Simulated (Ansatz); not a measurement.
Consider the cleavage of the Ge–Ga bond: `[F][Ga]([Cl])[GeH3]` + acetic acid → `CC(=O)[O][GeH3]` + `[F][GaH][Cl]`.

Isolated molecules relaxed with PBE0-D4/def2-TZVP in Ansatz; ΔE leaves out vibrations. CCSD(T)/CBS adds triple-zeta CCSD(T) − MP2 to the extrapolated MP2 energy (def2 sets, frozen cores). For Ga, Ge outer-core shells are correlated without core-valence functions, which leaves a few kJ/mol of doubt a bond. Scalar relativity is left out up to krypton. One conformer a species, not always the lowest.

```
              species  CCSD(T)/CBS(def2) energy (Eh)
`[F][Ga]([Cl])[GeH3]`                    -4561.53177
            `CC(=O)O`                     -228.87529
    `CC(=O)[O][GeH3]`                    -2306.19992
       `[F][GaH][Cl]`                    -2484.20089
```

(1) Work out ΔE.

Largest T1 diagnostic among the species: 0.015.

## Answers

(1) ΔE = (-2306.19992) + (-2484.20089) − (-4561.53177) − (-228.87529) = 0.00625 Eh = +3.9 kcal/mol.

Leaving LDA and LC-ωPBE aside and taking each functional with its dispersion term where it has one, the values, not all of them listed here, spread over 6.0 kcal/mol, from B97M-V to PBE-D4. LDA lies −0.9 kcal/mol from PBE without D4. At CCSD(T), def2-SVP lies −1.3 kcal/mol from the extrapolated value and def2-TZVPP −1.1 kcal/mol. From BLYP to BHLYP (50 % exact exchange), in def2-TZVPP and without D4, ΔE moves by −2.5 kcal/mol.
